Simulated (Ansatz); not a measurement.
**Ni: how the settings move a single-point run**

How sensitive is a single-point run of Ni to its settings? A reference run comes first, then one run with altered input.

Method: reference: DFT, LDA, PAW with Ansatz's default frozen-core files, scalar-relativistic, in Ansatz 0.2.0.

**1. The system as given**

Symmetry: Im-3m, No. 229, cubic system. The conventional cell has a = 2.767 Å, b = 2.767 Å, c = 2.767 Å, α = 90.00°, β = 90.00°, γ = 90.00°. Ni (site symmetry m-3m) is surrounded by 8 Ni at 2.40 Å.

Coordinates:

```
CELL_PARAMETERS angstrom
-1.38372 1.38372 1.38372
1.38372 -1.38372 1.38372
1.38372 1.38372 -1.38372
ATOMIC_POSITIONS crystal
Ni 0.00000 0.00000 0.00000
```

**2. Reference**

Contents of input.yaml:

```yaml
crystal:
  lattice:
    - [-1.38371547, 1.38371547, 1.38371547]
    - [1.38371547, -1.38371547, 1.38371547]
    - [1.38371547, 1.38371547, -1.38371547]
  atoms:
    - { symbol: Ni, position: [0.0, 0.0, 0.0], spin: 0.5 }
magnetization:
  spin_polarized: true
  magnetic_field: 300
kpoints:
  mp_grid: { grid: [17, 17, 17] }
scf:
  occupations: { method: fermi_dirac, width: 0.05 }
  convergence: { dr2_threshold: 1.0e-10 }
  lower_state_search: "off"
hamiltonian:
  xc: lda
  pseudopotentials: { kind: paw }
output:
  forces: true
  stress: true
  eigenvalues: true
```

Launch:

```sh
> ansatz run input.yaml --threads 1 --pin off --max-ram 3072MiB --backend cpu --events-out ev --progress --plain --runs-dir out
```

The main lines of its log:

```text
[...]
Basis set: ecut = 420 eV, 201 PW (Γ)
[...]
Magnetic group: BNS 229.140 (UNI 1642), of the structure as read, at distance tolerance 2.2e-5 Å
k-points: 165 of 4913
[...]
Magnetic field: 300 T along the axis of the moments, on the spin alone (17.3651 meV per μB along it)
[...]
SCF iter   1: F=—  HF=-5773.260588 eV  |F-HF|=—  |Δ(HF+E_count)|=         —  Δρ=1.59e-2 (↑1.19e-2 ↓1.59e-2)  dr2=9.18e-3  dr2_m=5.75e-3  M=0.451 μB ∫|m|=0.460 μB  β_m=0.30  ethr=5.40e-5  ⟨swp⟩=1.0  Hψ=31268  notcnv=0
preconditioner: auto → none  [metal: Δε(μ)=0.010 eV  Ē_g=17.161 eV  σ=0.050 eV  W_gap=0.05  n_scr=0 (ndim 8)  ℏωp=36.1 eV  f_vac=0.000  D(μ)=1.89/eV (n_scr^D=42)]
SCF iter   2: F=—  HF=-5773.262579 eV  |F-HF|=—  |Δ(HF+E_count)|=   1.99e-3  Δρ=1.10e-2 (↑1.02e-2 ↓1.10e-2)  dr2=5.48e-3  dr2_m=4.51e-3  M=0.456 μB ∫|m|=0.471 μB  β_m=1.00  ethr=5.10e-5  ⟨swp⟩=2.0  Hψ=6004  notcnv=0
[...]
SCF iter  16: F=—  HF=-5773.268659 eV  |F-HF|=—  |Δ(HF+E_count)|=   3.44e-8  Δρ=2.29e-6 (↑1.53e-6 ↓2.29e-6)  dr2=1.82e-10  dr2_m=2.71e-10  M=0.529 μB ∫|m|=0.568 μB  β_m=0.90  ethr=3.73e-12  ⟨swp⟩=2.0  Hψ=7458  notcnv=0
SCF iter  17: F=-5773.268659 eV  HF=-5773.268659 eV  |F-HF|=3.64e-12  |Δ(HF+E_count)|=  2.30e-10  Δρ=2.24e-7 (↑1.04e-7 ↓2.24e-7)  dr2=2.92e-12  dr2_m=1.63e-12  M=0.529 μB ∫|m|=0.568 μB  ethr=1.00e-12  ⟨swp⟩=4.0  Hψ=14577  notcnv=0
[...]
SCF converged after 17 iterations
Magnetization: 0.5289 μB (9.2644 up, 8.7356 down)
[...]
Free energy (F): -5773.268659 eV
[...]
E sigma→0 (E₀):  -5773.261330 eV
[...]
Fermi energy:    18.201739 eV
[...]
  P = ⅓ Tr σ = -10.3725 GPa (-103.725 kbar)
[...]
```

Run time: 5.2 s. Hardware: 1 thread of Arm Neoverse V2, shared host; peak memory 0.28 GiB.

**3. Changed: mp_grid.grid [11, 11, 11], n_extra_bands 1, ecutwfc 350 eV**

Edit input.yaml of step 2 so:

```diff
@@ -11,3 +11,3 @@
 kpoints:
-  mp_grid: { grid: [17, 17, 17] }
+  mp_grid: { grid: [11, 11, 11] }
 scf:
@@ -16,2 +16,3 @@
   lower_state_search: "off"
+  n_extra_bands: 1
 hamiltonian:
@@ -23 +24,3 @@
   eigenvalues: true
+basis:
+  ecutwfc: "350 eV"
```

Launch:

```sh
> ansatz run input.yaml --threads 1 --pin off --max-ram 3072MiB --backend cpu --events-out ev --progress --plain --runs-dir out
```

The program printed:

```text
Warning: basis.ecutwfc = 350 eV is below the records' recommended 420 eV, and the density's cutoff is lower with it unless basis.ecutrho_ratio is high enough to keep the records' density cutoff: compare with a run at a higher cutoff
Warning: the band count 10 (scf.n_extra_bands) hosts the net moment |M| = 0.5000 μB (N_el = 18) but caps the reachable moment at 2·n_bands − N_el = 2.0000 μB, below the 14 bands that the automatic rule leaves for it — a moment growing past the seed, or the majority channel's smearing tail, pins there with fewer empty majority states than that count leaves; raise or omit scf.n_extra_bands unless the cap is intended
scf.n_extra_bands = 1 over 9 filled bands (N_el = 18.0): the run solves 10 bands
Engine: ansatz 0.2.0
Pseudopotentials: kind: paw
Pseudopotential: Ni, paw, valence charge 18, recommended cutoff 420 eV (normal)
Functional definition: SPW92
  exchange = slater_x
  correlation = pw_c
Crystal: 1 atoms, lattice volume = 10.597 Å³
Basis set: ecut = 350 eV, 141 PW (Γ)
Bands: 10, of which v1, the nominal top of the filled ones, is band 9 counted from 1 (8 counted from 0)
Symmetry: 48 space group operations
Space group: Im-3m (ITA 229), of the structure as read, at distance tolerance 2.2e-5 Å
Magnetic group: BNS 229.140 (UNI 1642), of the structure as read, at distance tolerance 2.2e-5 Å
k-points: 56 of 1331
Non-local potential: Ni, projectors of the file, l = 0: 3, l = 1: 2, l = 2: 3, l = 3: 1
PAW form: soft (Blöchl's): semilocal exchange-correlation on the pseudo side does not see the compensation charge
PAW frozen core: Ni, regenerated for the run's functional, and the local potential with it (the file was generated under x = pbe(κ = 0.804, μ = 0.2195149727645171), c = pbe(β = 0.06672455060314922))
PAW one-centre angular grid: Ni, 590 points (default); XC on 64 Gauss nodes
Initial density: superposition of atomic densities (chi_scale 0.1, normalization cell)
Starting moments: Σ|m| = 0.5 μB on 1 of 1 site
Magnetic field: 300 T along the axis of the moments, on the spin alone (17.3651 meV per μB along it)
Initial wavefunctions: pseudopotential atomic-orbital guess
Functional: x = slater, c = lda
iter 1 solved again at ethr=5.11e-5 eV; its pass at ethr=3.10e-3 eV (dr2=9.21e-3 eV) is discarded
SCF iter   1: F=—  HF=-5773.231511 eV  |F-HF|=—  |Δ(HF+E_count)|=         —  Δρ=1.76e-2 (↑1.57e-2 ↓1.76e-2)  dr2=9.05e-3  dr2_m=1.28e-2  M=0.488 μB ∫|m|=0.494 μB  β_m=1.00  ethr=5.11e-5  ⟨swp⟩=1.0  Hψ=7142  notcnv=0
preconditioner: auto → none  [metal: Δε(μ)=0.029 eV  Ē_g=4.446 eV  σ=0.050 eV  W_gap=0.14  n_scr=0 (ndim 8)  ℏωp=36.1 eV  f_vac=0.000  D(μ)=1.78/eV (n_scr^D=18)]
SCF iter   2: F=—  HF=-5773.233630 eV  |F-HF|=—  |Δ(HF+E_count)|=   2.12e-3  Δρ=1.28e-2 (↑1.28e-2 ↓8.08e-3)  dr2=1.15e-2  dr2_m=1.91e-3  M=0.501 μB ∫|m|=0.517 μB  β_m=1.00  ethr=5.03e-5  ⟨swp⟩=1.8  Hψ=1687  notcnv=0
SCF iter   3: F=—  HF=-5773.236376 eV  |F-HF|=—  |Δ(HF+E_count)|=   2.75e-3  Δρ=9.32e-3 (↑9.32e-3 ↓5.94e-3)  dr2=5.38e-3  dr2_m=1.02e-3  M=0.515 μB ∫|m|=0.535 μB  β_m=1.00  ethr=5.03e-5  ⟨swp⟩=1.3  Hψ=1158  notcnv=0
SCF iter   4: F=—  HF=-5773.240781 eV  |F-HF|=—  |Δ(HF+E_count)|=   4.41e-3  Δρ=4.71e-3 (↑4.71e-3 ↓2.14e-3)  dr2=4.02e-4  dr2_m=1.12e-3  M=0.533 μB ∫|m|=0.555 μB  β_m=1.00  ethr=2.99e-5  ⟨swp⟩=2.1  Hψ=2163  notcnv=0
SCF iter   5: F=—  HF=-5773.242126 eV  |F-HF|=—  |Δ(HF+E_count)|=   1.34e-3  Δρ=3.30e-3 (↑3.30e-3 ↓1.76e-3)  dr2=1.40e-4  dr2_m=6.13e-4  M=0.547 μB ∫|m|=0.570 μB  β_m=1.00  ethr=2.23e-6  ⟨swp⟩=1.5  Hψ=1259  notcnv=0
SCF iter   6: F=—  HF=-5773.243429 eV  |F-HF|=—  |Δ(HF+E_count)|=   1.30e-3  Δρ=2.21e-3 (↑2.21e-3 ↓2.00e-3)  dr2=2.47e-6  dr2_m=4.31e-4  M=0.558 μB ∫|m|=0.583 μB  β_m=1.00  ethr=7.75e-7  ⟨swp⟩=1.8  Hψ=1524  notcnv=0
SCF iter   7: F=—  HF=-5773.244442 eV  |F-HF|=—  |Δ(HF+E_count)|=   1.01e-3  Δρ=1.90e-3 (↑1.75e-3 ↓1.90e-3)  dr2=1.91e-6  dr2_m=3.22e-4  M=0.567 μB ∫|m|=0.594 μB  β_m=1.00  ethr=1.37e-8  ⟨swp⟩=2.6  Hψ=2317  notcnv=0
SCF iter   8: F=—  HF=-5773.245237 eV  |F-HF|=—  |Δ(HF+E_count)|=   7.95e-4  Δρ=1.58e-3 (↑1.50e-3 ↓1.58e-3)  dr2=9.01e-7  dr2_m=2.30e-4  M=0.575 μB ∫|m|=0.603 μB  β_m=1.00  ethr=1.06e-8  ⟨swp⟩=2.7  Hψ=2320  notcnv=0
SCF iter   9: F=—  HF=-5773.245860 eV  |F-HF|=—  |Δ(HF+E_count)|=   6.23e-4  Δρ=1.38e-3 (↑1.23e-3 ↓1.38e-3)  dr2=3.19e-6  dr2_m=1.63e-4  M=0.581 μB ∫|m|=0.611 μB  β_m=0.30  ethr=5.01e-9  ⟨swp⟩=2.9  Hψ=2410  notcnv=0
Mixer restart at iter 9: flushing history
spin-set hold released at iteration 9 (site moments contracting): the magnetisation degrees of freedom join the quasi-Newton model from the next iteration; the mixer history was flushed
SCF iter  10: F=—  HF=-5773.246610 eV  |F-HF|=—  |Δ(HF+E_count)|=   7.50e-4  Δρ=1.88e-3 (↑1.88e-3 ↓1.87e-3)  dr2=8.97e-7  dr2_m=3.39e-4  M=0.586 μB ∫|m|=0.617 μB  β_m=0.42  ethr=5.01e-9  ⟨swp⟩=2.7  Hψ=2373  notcnv=0
SCF iter  11: F=—  HF=-5773.247543 eV  |F-HF|=—  |Δ(HF+E_count)|=   9.33e-4  Δρ=2.40e-3 (↑1.36e-3 ↓2.40e-3)  dr2=6.71e-5  dr2_m=3.41e-4  M=0.599 μB ∫|m|=0.633 μB  β_m=0.80  ethr=4.98e-9  ⟨swp⟩=3.1  Hψ=3006  notcnv=0
SCF iter  12: F=—  HF=-5773.248407 eV  |F-HF|=—  |Δ(HF+E_count)|=   8.65e-4  Δρ=4.38e-3 (↑3.70e-3 ↓4.38e-3)  dr2=3.75e-3  dr2_m=1.31e-5  M=0.607 μB ∫|m|=0.644 μB  β_m=0.52  ethr=4.98e-9  ⟨swp⟩=3.9  Hψ=3517  notcnv=0  recentre
SCF iter  13: F=—  HF=-5773.247660 eV  |F-HF|=—  |Δ(HF+E_count)|=   7.47e-4  Δρ=5.92e-5 (↑5.58e-5 ↓5.92e-5)  dr2=7.83e-8  dr2_m=2.90e-7  M=0.607 μB ∫|m|=0.645 μB  β_m=0.76  ethr=4.98e-9  ⟨swp⟩=3.6  Hψ=3603  notcnv=0
SCF iter  14: F=—  HF=-5773.247661 eV  |F-HF|=—  |Δ(HF+E_count)|=   4.05e-7  Δρ=3.08e-5 (↑1.55e-5 ↓3.08e-5)  dr2=2.18e-8  dr2_m=4.80e-8  M=0.607 μB ∫|m|=0.645 μB  β_m=0.88  ethr=4.35e-10  ⟨swp⟩=1.8  Hψ=1587  notcnv=0
SCF iter  15: F=—  HF=-5773.247661 eV  |F-HF|=—  |Δ(HF+E_count)|=   5.18e-8  Δρ=2.12e-6 (↑2.12e-6 ↓1.87e-6)  dr2=8.28e-10  dr2_m=1.27e-11  M=0.607 μB ∫|m|=0.645 μB  β_m=0.90  ethr=1.21e-10  ⟨swp⟩=2.2  Hψ=1819  notcnv=0
SCF iter  16: F=-5773.247661 eV  HF=-5773.247661 eV  |F-HF|=7.28e-12  |Δ(HF+E_count)|=  1.56e-10  Δρ=2.09e-7 (↑1.51e-7 ↓2.09e-7)  dr2=6.72e-12  dr2_m=2.03e-13  M=0.607 μB ∫|m|=0.645 μB  ethr=1.00e-12  ⟨swp⟩=2.9  Hψ=4724  notcnv=0
SCF 1 converged in 16 iterations: F = -5773.247661 eV  dr2 = 6.72e-12
SCF converged after 16 iterations
Magnetization: 0.6072 μB (9.3036 up, 8.6964 down)
Absolute magnetization: 0.6456 μB (∫|ρ↑−ρ↓|, with the PAW one-centre terms)
Spin contamination: not available (both channels occupy the highest level that they solve, and more of it may lie above: more bands (scf.n_extra_bands) resolve it)
Per-site moments (μB) at R_I (Å): [(0.6250138077541879, 0.9886245176193575)]
Free energy (F): -5773.247661 eV
Harris-Foulkes:  -5773.247661 eV  (|F-HF|=7.28e-12)
Internal energy: -5773.233941 eV  (E = F + TS)
E sigma→0 (E₀):  -5773.240801 eV
Entropy (-TS):   -0.013719 eV (-13.719 meV/atom)
Fermi energy:    18.174874 eV
--- Per-component energies (eV) ---
  E_band       = -277.831633
  E_kinetic    = 283.401129
  E_local      = -3398.607322  (includes V_loc(G=0)·N_el)
  E_nonlocal   = 641.332242
  E_hartree    = 1417.580462
  E_xc         = -84.667525
  E_vxc        = -109.605881  (∫ρ·V_xc dr)
  E_paw        = -1565.088076  (= ΣΔE_a)
  E_vpaw       = -529.502491  (= ΣTr[D̂ρ^β])
  E_aug_tail   = 0.000110  (compensation charges beyond the density's cutoff)
  E_zeeman     = -0.010544  (= −μ_B·B·M)
  E_ewald      = -3067.608538
  E_core_change = 0.434120  (= ΣΔE_core)
  E_smearing   = -0.013719  (= −TS)
  E_closure    = -0.000000  (closes the sum)
  Σ components = -5773.247661   (vs F -5773.247661, Δ=0.00e0)
--- Forces (eV/Å), atoms counted from 1 ---
  atom   1  Ni     0.00000000     0.00000000    -0.00000000
  max |Σ_I F_I| component: 1.07e-31 eV/Å
--- Stress (GPa, compression-positive) ---
       -9.868360       0.000000       0.000000
        0.000000      -9.868360       0.000000
        0.000000      -0.000000      -9.868360
  P = ⅓ Tr σ = -9.8684 GPa (-98.684 kbar)
--- Band table (eV; the first three rows and the last of 112) ---
  k-point 0 ↑: bands = ["-84.4881", "-45.1488", "-45.1488", "-45.1488", "8.9854", "15.7701", "15.7701", "15.7701", "17.2355", "17.2355"]
  k-point 1 ↑: bands = ["-84.4847", "-45.1702", "-45.1565", "-45.1495", "9.3329", "15.6864", "15.7599", "15.9290", "17.1523", "17.2354"]
  k-point 2 ↑: bands = ["-84.4755", "-45.2245", "-45.1755", "-45.1493", "10.3280", "15.4738", "15.7073", "16.3816", "17.0233", "17.2579"]
  k-point 55 ↓: bands = ["-83.6325", "-44.5825", "-44.5794", "-44.5794", "14.2579", "14.2747", "18.5248", "18.5248", "18.6141", "26.9036"]
```

Wall time 1.3 s (1 thread of Arm Neoverse V2, shared host); peak memory 0.23 GiB.

Changing the k-point mesh, band count and cutoff moves the energy by +21.0 meV/atom, and the pressure goes from -10.4 to -9.9 GPa and the absolute moment goes from 0.57 to 0.65 μB. More than one kind of setting changed, and this run alone doesn't tell their shares apart. The log warns that the cutoff is under what these potentials recommend, so the shift holds truncation error. Cost: 16 SCF cycles against 17, 1.3 s against 5.2 s. These settings are too coarse to quote as the system's properties.

**4. Comparison**

| run | ending | energy change | pressure (GPa) | abs. moment (μB) | force (eV/Å) | cycles | time |
| --- | --- | --- | --- | --- | --- | --- | --- |
| reference | converged | 0 | -10.4 | 0.57 | 0.00 | 17 | 5.2 s |
| 1: mp_grid.grid [11, 11, 11], n_extra_bands 1, ecutwfc 350 eV | converged | +21.0 meV/atom | -9.9 | 0.65 | 0.00 | 16 | 1.3 s |

Residual by cycle in the longest SCF loop of each run; runs are numbered as in the table. The quantity is the density residual dr2, in eV.

| cycle | reference | run 1 |
| --- | --- | --- |
| 1 | 0.00918 | 0.00905 |
| 2 | 0.00548 | 0.0115 |
| 4 | 3.8e-4 | 4.0e-4 |
| 5 | 4.7e-4 | 1.4e-4 |
| 7 | 2.1e-5 | 1.9e-6 |
| 8 | 1.0e-5 | 9.0e-7 |
| 10 | 2.6e-8 | 9.0e-7 |
| 11 | 6.2e-8 | 6.7e-5 |
| 13 | 2.2e-5 | 7.8e-8 |
| 14 | 6.8e-8 | 2.2e-8 |
| 16 | 1.8e-10 | 6.7e-12 |
| 17 | 2.9e-12 | - |

What this shows: Changing the k-point mesh, band count and cutoff moves the energy by +21.0 meV/atom, and the pressure goes from -10.4 to -9.9 GPa and the absolute moment goes from 0.57 to 0.65 μB. More than one kind of setting changed, and this run alone doesn't tell their shares apart. The log warns that the cutoff is under what these potentials recommend, so the shift holds truncation error. Cost: 16 SCF cycles against 17, 1.3 s against 5.2 s. Run 1 ran under the cutoff that the potentials recommend, as the log warns, so basis error is mixed into its values.
